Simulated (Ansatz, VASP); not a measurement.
# AlN in two plane-wave programs, part 3 of 3

Aim: how closely do two programs agree when they are given the same cell, functional and k mesh? The cell is taken from a series of runs on this material, whose earlier steps may have relaxed, scaled, displaced or heated it; both programs get it as it stands.

VASP 6.6.1 and Ansatz 0.2.0.

So far: The structure; Ansatz: zone-centre phonons, LDA, pair 1; VASP: zone-centre phonons, LDA, pair 1; Side by side.

### 5. Ansatz: zone-centre phonons, LDA, pair 2

Level of this step: Ansatz beside VASP: Kohn-Sham DFT, plane waves, LDA (Ansatz).

Second derivatives magnify differences that forces hide, and they need a tight electronic threshold. The cell compared in this pair holds 19.62 Å³, against 21.82 Å³ for the pair before.

The cell is taken from a series of runs on this material, whose earlier steps may have relaxed, scaled, displaced or heated it; both programs get it as it stands.

input.yaml reads:

```yaml
crystal:
  lattice:
    - [0.0, 2.0842027838, 2.2581160281]
    - [2.0842027838, 0.0, 2.2581160281]
    - [2.0842027838, 2.0842027838, 0.0]
  atoms:
    - { symbol: "N", position: [0.25, 0.25, 0.25] }
    - { symbol: Al, position: [0.0, 0.0, 0.0] }
kpoints:
  mp_grid: { grid: [12, 12, 12] }
hamiltonian:
  xc: lda
  pseudopotentials: { kind: paw, azcp: { folder: soft_1 }, xc_functional: pbe }
scf:
  occupations: { method: fixed }
output:
  eigenvalues: true
phonons:
  method: dfpt
  dielectric: true
  rigid_motions: translations
```

Command:

```bash
$ ansatz run input.yaml --threads 4 --pin off --max-ram 10240MiB --backend cpu --events-out ev --progress --plain --runs-dir out
```

Numbers of over 12 decimals in the logs are rounded to 6 here.

The log of the run:

```text
[...]
Crystal: 2 atoms, lattice volume = 19.618 Å³
Basis set: ecut = 420 eV, 371 PW (Γ), exchange–correlation on 48×48×48 points (8 copies of the dense FFT grid, shifted against one another)
Bands: 8, of which v1, the nominal top of the filled ones, is band 4 counted from 1 (3 counted from 0)
Symmetry: 8 space group operations
k-points: 868 of 1728 (irreducible under 1 space group operation, time reversal used)
[...]
optical modes at Γ + LO–TO along q̂ = [1.0000, 0.0000, 0.0000]:
      ω (cm⁻¹)  modes    IR ((D/Å)²/amu)
[...]
optical modes at Γ + LO–TO along q̂ = [0.0000, 1.0000, 0.0000]:
      ω (cm⁻¹)  modes    IR ((D/Å)²/amu)
[...]
728.43      1            16.7667
        924.96      1            16.0835
  optical modes at Γ + LO–TO along q̂ = [0.0000, 0.0000, 1.0000]:
      ω (cm⁻¹)  modes    IR ((D/Å)²/amu)
        684.19      2            32.1670
        967.46      1            16.7667
[key lines of the parts left out:]
SCF converged after 8 iterations
Free energy (F): -889.745659 eV
Fermi energy:    7.509404 eV
```

### 6. VASP: zone-centre phonons, LDA, pair 2

The same cell, functional (in two slightly different forms) and mesh now go to VASP, with its own data sets.

INCAR reads:

```
SYSTEM = AlN
PREC = Accurate
ENCUT = 600
EDIFF = 1E-08
NELM = 120
ISMEAR = 0
SIGMA = 0.01
LREAL = .FALSE.
ALGO = Normal
GGA = PW92
NBANDS = 10
LORBIT = 11
LWAVE = .FALSE.
LCHARG = .FALSE.
ISIF = 2
IBRION = 8
LEPSILON = .TRUE.
LASPH = .TRUE.
GGA_COMPAT = .FALSE.
EFERMI = MIDGAP
KPAR = 2
```

POSCAR reads:

```
AlN
1.0
    0.0000000000      2.0842027838      2.2581160281
    2.0842027838      0.0000000000      2.2581160281
    2.0842027838      2.0842027838      0.0000000000
N Al
1 1
Direct
    0.2500000000      0.2500000000      0.2500000000
    0.0000000000      0.0000000000      0.0000000000
```

KPOINTS reads:

```
Automatic mesh
0
Gamma
12 12 12
0 0 0
```

The projector-augmented-wave data sets are N and Al (LDA family, release 64).

Command:

```bash
$ mpirun -np 2 vasp_std
```

The log of the run:

```text
[banner, memory and clock lines left out]
running    2 mpi-ranks, on    1 nodes
[...]
[... a notice as in an earlier step ...]

 LDA part: xc-table for (Slater(with rela. corr.)+PW92), standard interpolation
 POSCAR, INCAR and KPOINTS ok, starting setup
[...]
entering main loop
       N       E                     dE             d eps       ncg     rms          rms(c)
DAV:   1     0.114564471131E+02    0.11456E+02   -0.43736E+03  3372   0.762E+02
DAV:   2    -0.181548370929E+02   -0.29611E+02   -0.28298E+02  4046   0.141E+02
DAV:   3    -0.189825036553E+02   -0.82767E+00   -0.82651E+00  3856   0.226E+01
DAV:   4    -0.189860225851E+02   -0.35189E-02   -0.35188E-02  3652   0.175E+00
[...]
DAV:  10    -0.163174539847E+02   -0.19403E-04   -0.52224E-05  3558   0.549E-02    0.371E-02
DAV:  11    -0.163174529816E+02    0.10032E-05   -0.11640E-06  3692   0.768E-03    0.651E-03
DAV:  12    -0.163174529884E+02   -0.68599E-08   -0.37105E-08  3678   0.159E-03
   1 F= -.16317453E+02 E0= -.16317453E+02  d E =0.000000E+00
[...]
RMM:   9    -0.538249810706E-02    0.61856E-08   -0.14879E-09 16567   0.121E-05    0.626E-07
 first order change of Fermi-energy   0.47073E-05
 force on displaced ion       2 direction 1 : -16.123  -0.000  -0.000
 Born effective charge ion    2 direction 1 :   2.523   0.000   0.000
 Linear response progress:
  Degree of freedom:   4/  4
       N       E                     dE             d eps       ncg     rms          rms(c)
RMM:   1    -0.644656011485E-02   -0.64466E-02   -0.16738E-03 13010   0.733E-01
RMM:   2    -0.593796253408E-02    0.50860E-03   -0.21958E-04  8687   0.120E-01    0.989E-02
RMM:   3    -0.582694883101E-02    0.11101E-03   -0.74528E-05  8950   0.582E-02    0.527E-02
RMM:   4    -0.585823375936E-02   -0.31285E-04   -0.59927E-05  8899   0.537E-02    0.834E-03
[...]
RMM:   8    -0.586065777365E-02   -0.15649E-07    0.51886E-10  9575   0.369E-05    0.115E-05
RMM:   9    -0.586064566841E-02    0.12105E-07    0.12994E-09  9639   0.110E-05    0.763E-07
RMM:  10    -0.586064635435E-02   -0.68594E-09    0.43119E-10  6980   0.391E-06    0.369E-07
 first order change of Fermi-energy   0.60522E-04
 force on displaced ion       2 direction 3 :   0.000   0.000 -18.289
 Born effective charge ion    2 direction 3 :   0.000   0.000   2.571
 Born effective charges drift removed
 Linear response finished
```

From OUTCAR (step 6):

```text
  Total        1.7306883      1.7306883      0.0634380      0.0000000      0.0000000     -0.0000000
  in kB      141.3426562    141.3426562      5.1808815      0.0000000      0.0000000     -0.0000000
  external PRESSURE =      95.9553980 kB  Pullay stress =       0.0000000 kB

 POSITION                                       TOTAL-FORCE (eV/Angst)
 -----------------------------------------------------------------------------------
      1.04210      1.04210      1.12906        -0.000000     -0.000000      0.000000
      0.00000      0.00000      0.00000         0.000000      0.000000     -0.000000
 -----------------------------------------------------------------------------------
    total drift:                                0.000000      0.000000     -0.000000

 MACROSCOPIC STATIC DIELECTRIC TENSOR (including local field effects in DFT)
 ------------------------------------------------------
           4.509848     0.000000    -0.000000
           0.000000     4.509848    -0.000000
           0.000000    -0.000000     4.490140
 ------------------------------------------------------

 MACROSCOPIC STATIC DIELECTRIC TENSOR IONIC CONTRIBUTION
 ------------------------------------------------------
           3.641215     0.000000    -0.000000
           0.000000     3.641215    -0.000000
          -0.000000    -0.000000     3.333350
 ------------------------------------------------------

[... 2 further parts left out ...]
```

### 7. Side by side

The two programs side by side:

```tsv
quantity	Ansatz	VASP	difference
ε∞ xx	4.51	4.51	+0.07 %
ε∞ yy	4.51	4.51	+0.07 %
ε∞ zz	4.50	4.49	+0.15 %
Born charge of N1 (mean of the diagonal) (e)	-2.55	-2.54	-0.01
Born charge of Al2 (mean of the diagonal) (e)	2.55	2.54	+0.01
optical mode 1 to 2 (cm⁻¹)	684.2	689.7	-0.79 %
optical mode 3 (cm⁻¹)	728.4	734.5	-0.83 %
```

Modes are paired by rising frequency, not by their patterns, so a pair may set unlike modes beside each other; they are those without the splitting of longitudinal modes.

### 8. VASP: zone-centre phonons, LDA, pair 3

Second derivatives magnify differences that forces hide, and they need a tight electronic threshold. The cell compared in this pair holds 19.85 Å³, against 19.62 Å³ for the pair before.

INCAR is that of step 6.

POSCAR reads:

```
AlN
1.0
    0.0000000000      2.1059132295      2.2378620035
    2.1059132295      0.0000000000      2.2378620035
    2.1059132295      2.1059132295      0.0000000000
N Al
1 1
Direct
    0.2500000000      0.2500000000      0.2500000000
    0.0000000000      0.0000000000      0.0000000000
```

KPOINTS is that of step 6.

Command:

```bash
$ mpirun -np 2 vasp_std
```

The log of the run:

```text
[... set-up lines as in an earlier step ...]
 entering main loop
       N       E                     dE             d eps       ncg     rms          rms(c)
DAV:   1     0.115824124099E+02    0.11582E+02   -0.43882E+03  3356   0.761E+02
DAV:   2    -0.181682737682E+02   -0.29751E+02   -0.28596E+02  3908   0.141E+02
DAV:   3    -0.189896872732E+02   -0.82141E+00   -0.82042E+00  3876   0.228E+01
DAV:   4    -0.189929427487E+02   -0.32555E-02   -0.32553E-02  3654   0.169E+00
[...]
DAV:  10    -0.163481792830E+02   -0.19849E-04   -0.50173E-05  3538   0.539E-02    0.380E-02
DAV:  11    -0.163481783059E+02    0.97717E-06   -0.11912E-06  3674   0.758E-03    0.680E-03
DAV:  12    -0.163481783119E+02   -0.60386E-08   -0.38021E-08  3700   0.159E-03
   1 F= -.16348178E+02 E0= -.16348178E+02  d E =0.000000E+00
 Linear response reoptimize wavefunctions to high precision
DAV:   1    -0.163481783078E+02    0.41088E-08   -0.15619E-08  3638   0.835E-04
DAV:   2    -0.163481783078E+02   -0.67644E-11   -0.84240E-11  1904   0.102E-04
 Linear response G [H, r] |phi>, progress :
  Direction:   1
[...]
RMM:   9    -0.537383217715E-02    0.63165E-08    0.34472E-10 16618   0.952E-06    0.642E-07
 first order change of Fermi-energy   0.42627E-05
 force on displaced ion       2 direction 1 : -15.906   0.000  -0.000
 Born effective charge ion    2 direction 1 :   2.523   0.000   0.000
 Linear response progress:
  Degree of freedom:   4/  4
       N       E                     dE             d eps       ncg     rms          rms(c)
RMM:   1    -0.632570570486E-02   -0.63257E-02   -0.22980E-03 13016   0.720E-01
RMM:   2    -0.580609667313E-02    0.51961E-03   -0.21575E-04  8684   0.119E-01    0.965E-02
RMM:   3    -0.569899238604E-02    0.10710E-03   -0.68651E-05  8958   0.561E-02    0.516E-02
RMM:   4    -0.572623391554E-02   -0.27242E-04   -0.55776E-05  8910   0.520E-02    0.819E-03
[...]
RMM:   8    -0.572771702301E-02   -0.15105E-07    0.11536E-10  9577   0.353E-05    0.110E-05
RMM:   9    -0.572770629214E-02    0.10731E-07   -0.15137E-10  9634   0.931E-06    0.737E-07
RMM:  10    -0.572770681539E-02   -0.52325E-09   -0.50131E-10  6979   0.211E-06    0.351E-07
 first order change of Fermi-energy   0.78803E-04
 force on displaced ion       2 direction 3 :  -0.000  -0.000 -17.479
 Born effective charge ion    2 direction 3 :   0.000   0.000   2.559
 Born effective charges drift removed
 Linear response finished
```

From OUTCAR (step 8):

```text
  Total        1.2653887      1.2653887      0.0582756      0.0000000      0.0000000      0.0000000
  in kB      102.1386926    102.1386926      4.7038420      0.0000000      0.0000000      0.0000000
  external PRESSURE =      69.6604090 kB  Pullay stress =       0.0000000 kB

 POSITION                                       TOTAL-FORCE (eV/Angst)
 -----------------------------------------------------------------------------------
      1.05296      1.05296      1.11893         0.000000      0.000000     -0.000000
      0.00000      0.00000      0.00000        -0.000000     -0.000000      0.000000
 -----------------------------------------------------------------------------------
    total drift:                                0.000000      0.000000      0.000000

 MACROSCOPIC STATIC DIELECTRIC TENSOR (including local field effects in DFT)
 ------------------------------------------------------
           4.513469     0.000000     0.000000
           0.000000     4.513469     0.000000
           0.000000     0.000000     4.490617
 ------------------------------------------------------

 MACROSCOPIC STATIC DIELECTRIC TENSOR IONIC CONTRIBUTION
 ------------------------------------------------------
           3.646712    -0.000000     0.000000
          -0.000000     3.646712     0.000000
           0.000000     0.000000     3.414009
 ------------------------------------------------------

[... 1 part as in an earlier step ...]

[... 1 further part left out ...]
```

### 9. Ansatz: zone-centre phonons, LDA, pair 3

The same cell, functional (in two slightly different forms) and mesh now go to Ansatz, which takes its cutoff from its data sets.

The cell is taken from a series of runs on this material, whose earlier steps may have relaxed, scaled, displaced or heated it; both programs get it as it stands.

input.yaml, the sections that differ from step 5:

```yaml
crystal:
  lattice:
    - [0.0, 2.1059132295, 2.2378620035]
    - [2.1059132295, 0.0, 2.2378620035]
    - [2.1059132295, 2.1059132295, 0.0]
  atoms:
    - { symbol: "N", position: [0.25, 0.25, 0.25] }
    - { symbol: Al, position: [0.0, 0.0, 0.0] }
# kpoints, hamiltonian, scf, output, phonons: as in step 5
```

Command:

```bash
$ ansatz run input.yaml --threads 4 --pin off --max-ram 10240MiB --backend cpu --events-out ev --progress --plain --runs-dir out
```

The log of the run:

```text
[...]
Crystal: 2 atoms, lattice volume = 19.849 Å³
Basis set: ecut = 420 eV, 371 PW (Γ), exchange–correlation on 48×48×48 points (8 copies of the dense FFT grid, shifted against one another)
Bands: 8, of which v1, the nominal top of the filled ones, is band 4 counted from 1 (3 counted from 0)
Symmetry: 8 space group operations
k-points: 868 of 1728 (irreducible under 1 space group operation, time reversal used)
[...]
optical modes at Γ + LO–TO along q̂ = [1.0000, 0.0000, 0.0000]:
      ω (cm⁻¹)  modes    IR ((D/Å)²/amu)
[...]
optical modes at Γ + LO–TO along q̂ = [0.0000, 1.0000, 0.0000]:
      ω (cm⁻¹)  modes    IR ((D/Å)²/amu)
[...]
712.25      1            16.5940
        918.95      1            16.0830
  optical modes at Γ + LO–TO along q̂ = [0.0000, 0.0000, 1.0000]:
      ω (cm⁻¹)  modes    IR ((D/Å)²/amu)
        679.63      2            32.1660
        950.70      1            16.5940
[key lines of the parts left out:]
SCF converged after 8 iterations
Free energy (F): -889.775496 eV
Fermi energy:    7.321785 eV
```

### 10. Differences

Both answers:

```tsv
quantity	Ansatz	VASP	difference
ε∞ xx	4.52	4.51	+0.08 %
ε∞ yy	4.52	4.51	+0.08 %
ε∞ zz	4.50	4.49	+0.14 %
Born charge of N1 (mean of the diagonal) (e)	-2.55	-2.53	-0.01
Born charge of Al2 (mean of the diagonal) (e)	2.55	2.53	+0.01
optical mode 1 to 2 (cm⁻¹)	679.6	685.0	-0.79 %
optical mode 3 (cm⁻¹)	712.2	718.1	-0.81 %
```

Modes are paired by rising frequency, not by their patterns, so a pair may set unlike modes beside each other; they are those without the splitting of longitudinal modes.

### 11. Outcome

```
r.m.s. difference of the optical zone-centre modes, each program's sorted by frequency (zone-centre phonons, LDA, pair 1) : 4.6 cm⁻¹
difference in optical mode 3 (zone-centre phonons, LDA, pair 1)                                                           : -0.8 %
r.m.s. difference of the optical zone-centre modes, each program's sorted by frequency (zone-centre phonons, LDA, pair 2) : 5.7 cm⁻¹
difference in optical mode 3 (zone-centre phonons, LDA, pair 2)                                                           : -0.8 %
r.m.s. difference of the optical zone-centre modes, each program's sorted by frequency (zone-centre phonons, LDA, pair 3) : 5.5 cm⁻¹
difference in optical mode 3 (zone-centre phonons, LDA, pair 3)                                                           : -0.8 %
```

The r.m.s. difference of the optical zone-centre modes, each program's sorted by frequency is 4.6 cm⁻¹ (zone-centre phonons, LDA, pair 1). Among the rows given in per cent, the largest difference of the zone-centre phonons, LDA, pair 1 pair is in optical mode 3, -0.8 %. Among the rows given in per cent, the largest difference of the zone-centre phonons, LDA, pair 2 pair is in optical mode 3, -0.8 %. Among the rows given in per cent, the largest difference of the zone-centre phonons, LDA, pair 3 pair is in optical mode 3, -0.8 %. Such differences can come from data sets, numerical settings and the points named under the comparisons, not from the functional's error against experiment.

[Lines on the potential files, build, host, timing and source positions are cut from VASP's logs without a mark.]

[Logs are printed without paths, hosts, clocks, repeated set-up lines and the standing remarks that a program may print on its own settings, such as how far it seeks lower states.]

[Hosts, paths, dates, database ids (printed as entryN), source tags and the programs' standing remarks are cut or masked in the printed files.]
